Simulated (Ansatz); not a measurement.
V: relaxation of cell and atoms with BLYP+D3(BJ)

Crystal: V.

```
V
1.0
    -1.51435    1.51435    1.51435
     1.51435   -1.51435    1.51435
     1.51435    1.51435   -1.51435
V
1
Direct
  0.00000 0.00000 0.00000
```

```yaml
Program: Ansatz 0.2.0
Task: relaxation of cell and atoms
Functional: BLYP
Dispersion: D3(BJ)
Potentials_or_basis: all-electron LAPW, scalar-relativistic
Basis_error_allowed: 0.001 eV/atom
k_mesh: 12 × 12 × 12
Occupations: fermi-dirac, width 0.05 eV
Spin: collinear spin, ferromagnetic start
Starting_moments: "[2.0] μB"
```

```yaml
Relaxed_volume: 12.32 Å³/atom
Relaxed_cell: a = 2.520 Å, b = 2.520 Å, c = 2.520 Å, α = 109.47°, β = 109.47°, γ = 109.47°
Space_group_after_relaxing_to_0.05_Å: Im-3m (No. 229)
Energy_gained_by_relaxing: 105.8 meV/atom
Ionic_steps: 5
Pressure_after_relaxing: 0.0 GPa
Net_moment: 0.00 μB per cell
Absolute_moment: 0.00 μB per cell
```

The path:
```csv
step,energy change (eV),largest force (eV/Å),volume (Å³)
1,0.0000,0.0000,13.89
2,-0.1042,0.0000,12.15
3,-0.1057,0.0000,12.35
4,-0.1058,0.0000,12.32
5,-0.1058,0.0000,12.32
```

Final structure:
```cif
data_structure
_symmetry_space_group_name_H-M 'P 1'
_symmetry_Int_Tables_number 1
_cell_length_a 2.5199
_cell_length_b 2.5199
_cell_length_c 2.5199
_cell_angle_alpha 109.471
_cell_angle_beta 109.471
_cell_angle_gamma 109.471
_cell_volume 12.32
loop_
_atom_site_label
_atom_site_type_symbol
_atom_site_fract_x
_atom_site_fract_y
_atom_site_fract_z
_atom_site_occupancy
V1 V 0.00000 0.00000 0.00000 1
```

Run time: 14 s on 2 threads of Arm Neoverse V2 (shared host), peak memory 0.34 GiB.

Caveat: the volume moved by -11 % from the deposited cell, more than functionals usually miss; the starting moments weren't kept.
